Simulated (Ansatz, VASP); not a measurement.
## GaAs in VASP and in Ansatz

File INCAR:

```
SYSTEM = GaAs
PREC = Accurate ; ENCUT = 600
EDIFF = 1E-7 ; ISMEAR = 0
SIGMA = 0.1 ; LREAL = .False.
LASPH = .True. ; NELM = 100
ALGO = Normal ; ISIF = 3
LWAVE = .False. ; LCHARG = .False.
GGA = PE ; IBRION = 2
NSW = 90 ; EDIFFG = -0.04
```

File KPOINTS:

```
Automatic mesh
0
Gamma
  6 6 6
  0 0 0
```

Contents of POSCAR:

```
GaAs
1.0
   -1.8180509300      1.8180509300      3.3764252500
    1.8180509300     -1.8180509300      3.3764252500
    1.8180509300      1.8180509300     -3.3764252500
Ga As
1 1
Direct
    0.5000000000      0.5000000000      0.0000000000
    0.0000000000      0.0000000000      0.0000000000
```

Input for Ansatz:

```yaml
crystal:
  lattice:
    - [-1.81805093, 1.81805093, 3.37642525]
    - [1.81805093, -1.81805093, 3.37642525]
    - [1.81805093, 1.81805093, -3.37642525]
  atoms:
    - { symbol: Ga, position: [0.5, 0.5, 0.0] }
    - { symbol: As, position: [0.0, 0.0, 0.0] }
basis:
  ecutwfc: 420
kpoints:
  mp_grid: { grid: [6, 6, 6] }
hamiltonian:
  xc: pbe
scf:
  occupations: { method: gaussian, width: 0.1 }
  lower_state_search: "off"
output:
  forces: true
  stress: true
  eigenvalues: true
relax:
  adjacent_minimum: "off"
  f_tol: 0.04
  max_steps: 70
  cell: { stress_tol: 0.4 }
```

Alike in both runs: task relaxation of cell and atoms; functional PBE; k mesh 6 × 6 × 6; occupations gaussian, width 0.1 eV; no spin polarisation.

|  | VASP | Ansatz |
| --- | --- | --- |
| version | VASP 6.6.1 | Ansatz 0.2.0 |
| potentials or method | VASP PAW PBE potentials, release 64 (Ga_d, As) | scalar-relativistic, plane waves, PAW |
| plane-wave cutoff (eV) | 600 | 420 |
| valence electrons in the cell | 18 | 28 |

|  | VASP | Ansatz | Ansatz less VASP |
| --- | --- | --- | --- |
| gap on the k mesh at the Fermi level, each at its own relaxed structure (eV) | none | none | - |
| relaxed volume (Å³/atom) | 19.58 | 19.61 | +0.029 |
| relaxed cell length with the largest relative difference (Å) | 3.813 | 3.816 | +0.0025 |
| energy change over the relaxation (meV/atom) | -174 | -174 | +0.8 |

A gap of «none» marks a metal or a gap that the smearing closes. The two sets of potentials don't hold the same shells in valence.

Caveats: the k mesh is coarse (spacing up to 0.41 Å⁻¹), so the values aren't converged.
